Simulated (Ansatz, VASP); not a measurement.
# KCl: VASP beside Ansatz

File INCAR:

```
PREC = Accurate ; ENCUT = 520
EDIFF = 1E-7 ; ISMEAR = -1
SIGMA = 0.01 ; LREAL = False
LASPH = True ; NELM = 60
ALGO = Normal ; ISIF = 2
LWAVE = False ; LCHARG = True
GGA = PS ; LELF = True
LVHAR = True ; NBANDS = 15
```

Contents of KPOINTS:

```
Automatic mesh
0
Gamma
  7 7 7
```

File POSCAR:

```
KCl
1.0
    3.5848858712      0.0000000000      0.0000000000
    0.0000000000      3.5848858712      0.0000000000
    0.0000000000      0.0000000000      3.5848858712
K Cl
1 1
Direct
    0.0000000000      0.0000000000      0.0000000000
    0.5000000000      0.5000000000      0.5000000000
```

Input for Ansatz:

```yaml
crystal:
  lattice:
    - [3.5848858712, 0.0, 0.0]
    - [0.0, 3.5848858712, 0.0]
    - [0.0, 0.0, 3.5848858712]
  atoms:
    - { symbol: K, position: [0.0, 0.0, 0.0] }
    - { symbol: Cl, position: [0.5, 0.5, 0.5] }
kpoints:
  mp_grid: { grid: [7, 7, 7] }
  band_path:
    path:
      - [0.0, 0.0, 0.0]
      - [0.0, 0.5, 0.0]
      - [0.5, 0.5, 0.0]
      - [0.0, 0.0, 0.0]
      - [0.5, 0.5, 0.5]
      - [0.0, 0.5, 0.0]
      - [0.5, 0.5, 0.5]
      - [0.5, 0.5, 0.0]
    npoints: 5
scf:
  occupations: { method: fermi_dirac, width: 0.01 }
hamiltonian:
  xc: pbesol
  pseudopotentials: { kind: all_electron, lapw: { basis_error: 0.001 } }
output:
  forces: true
  stress: true
  eigenvalues: true
```

Change from the starting cell: volume scaled by 0.96.

Alike in both runs: task single point; functional PBEsol; k mesh 7 × 7 × 7; occupations fermi-dirac, width 0.01 eV; no spin polarisation.

|  | VASP | Ansatz |
| --- | --- | --- |
| version | VASP 6.6.1 | Ansatz 0.2.0 |
| potentials or method | VASP PAW PBE potentials, release 64 (K_sv, Cl) | all-electron LAPW, scalar-relativistic |
| plane-wave cutoff (eV) | 520 | see its input |

|  | VASP | Ansatz | Ansatz less VASP |
| --- | --- | --- | --- |
| gap on the k mesh at the Fermi level (eV) | 5.62 | 5.63 | +0.006 |
| pressure (GPa) | 3.9 | 3.7 | -0.12 |

Ansatz ran all-electron here, so the differences hold the error of VASP's frozen core and of both bases.

Caveats: the PAW data sets were made with another functional, which shifts forces and pressure a little (VASP); an odd mesh through Γ misses points on the zone boundary, where band edges often lie.
